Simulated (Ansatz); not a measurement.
Space group Pn-3m:1 (No. 224). a = 4.298 Å, b = 4.298 Å, c = 4.298 Å, α = 90.00°, β = 90.00°, γ = 90.00°
| atom | site | symmetry | x | y | z |
| --- | --- | --- | --- | --- | --- |
| Cu | 4b | .-3m | 0.2500 | 0.2500 | 0.2500 |
| O | 2a | -43m | 0.0000 | 0.0000 | 0.0000 |

Equation of state of this Cu$_{2}$O structure (not necessarily the ground state), with shape and atoms relaxed at each volume where symmetry leaves them free. Computed with DFT PBE, scalar-relativistic, plane waves, PAW in Ansatz 0.2.0.

Cutoff 420 eV; k points 8×8×8 on the computed 6-atom cell (Γ-centred); Gaussian smearing, width 0.02 eV; no spin polarisation.

```csv
V (Å³/atom),E − E(largest V) (meV/atom),P (GPa),gap on mesh (eV)
11.647,46.44,19.34,0.79
12.044,6.35,13.18,0.70
12.441,-19.71,8.01,0.62
12.838,-34.04,3.66,0.54
13.235,-38.45,0.00,0.48
13.632,-34.51,-3.08,0.42
14.029,-23.58,-5.67,0.36
14.558,0.00,-8.50,0.30
```

Problem. Fit a third-order Birch–Murnaghan equation to E(V).

Solution. V0 = 13.24 Å³/atom, B0 = 112 GPa, B0' = 4.7.